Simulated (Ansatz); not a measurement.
# SiO2: the cost of one run

Computed with Ansatz 0.2.0 (DFT PBEsol, scalar-relativistic, plane waves, PAW, unless a step's input says otherwise).

### 1 The starting structure

It takes space group Imma (No. 74, orthorhombic). The conventional cell has a = 5.247 Å, b = 9.554 Å, c = 8.883 Å, α = 90.00°, β = 90.00°, γ = 90.00°. Around Si (site symmetry m) lie 4 O at 1.60 to 1.61 Å. O (site symmetry mm2) is surrounded by 2 Si at 1.61 Å. Around O (site symmetry 2) lie 2 Si at 1.61 Å. Around O (site symmetry 2/m) lie 2 Si at 1.60 Å.

Coordinates:

```cif
data_structure
_symmetry_space_group_name_H-M 'Imma'
_symmetry_Int_Tables_number 74
_cell_length_a 5.2467
_cell_length_b 9.5535
_cell_length_c 8.8833
_cell_angle_alpha 90.000
_cell_angle_beta 90.000
_cell_angle_gamma 90.000
_cell_volume 445.27
loop_
_atom_site_label
_atom_site_type_symbol
_atom_site_symmetry_multiplicity
_atom_site_Wyckoff_symbol
_atom_site_fract_x
_atom_site_fract_y
_atom_site_fract_z
_atom_site_occupancy
Si1 Si 8 h 0.00000 0.08460 0.84494 1
O1 O 4 e 0.50000 0.75000 0.38069 1
O2 O 8 g 0.75000 0.04318 0.75000 1
O3 O 4 a 0.00000 0.00000 0.00000 1
```

Source of the structure: the Materials Project (structure only).

(A quick probe on a coarse mesh, which set the mesh and smearing, is not shown.)

### 3 The relaxation

The input, input.yaml:

```yaml
crystal:
  lattice:
    - [-2.62333646, 4.776753505, 4.441674725]
    - [2.62333646, -4.776753505, 4.441674725]
    - [2.62333646, 4.776753505, -4.441674725]
  atoms:
    - { symbol: Si, position: [0.9295488, 0.84494489, 0.08460391] }
    - { symbol: Si, position: [0.73965902, 0.15505511, 0.58460391] }
    - { symbol: Si, position: [0.0704512, 0.15505511, 0.91539609] }
    - { symbol: Si, position: [0.26034098, 0.84494489, 0.41539609] }
    - { symbol: O, position: [0.13068887, 0.88068887, 0.25] }
    - { symbol: O, position: [0.86931113, 0.11931113, 0.75] }
    - { symbol: O, position: [0.79317541, 0.5, 0.79317541] }
    - { symbol: O, position: [0.20682459, 0.0, 0.70682459] }
    - { symbol: O, position: [0.20682459, 0.5, 0.20682459] }
    - { symbol: O, position: [0.79317541, 0.0, 0.29317541] }
    - { symbol: O, position: [0.0, 0.0, 0.0] }
    - { symbol: O, position: [0.5, 0.0, 0.5] }
basis:
  ecutwfc: 420
kpoints:
  mp_grid: { grid: [6, 6, 6] }
hamiltonian:
  xc: pbesol
scf:
  occupations: { method: gaussian, width: 0.02 }
output:
  forces: true
  stress: true
  eigenvalues: true
  write_density: true
  write_potential: true
  elf: true
  volumetric_format: npy
relax:
  adjacent_minimum: "off"
  f_tol: 0.005
  max_steps: 80
  cell: { stress_tol: 0.05 }
```

Started as:

```bash
ansatz run input.yaml --threads 4 --pin off --max-ram 12288MiB --backend cpu --events-out ev --progress --plain --runs-dir out
```

**Question.** How long does this run take on 4 threads of Arm Neoverse V2, shared host, and how much memory does it need?

About 64 s, with a peak of 0.8 GiB.
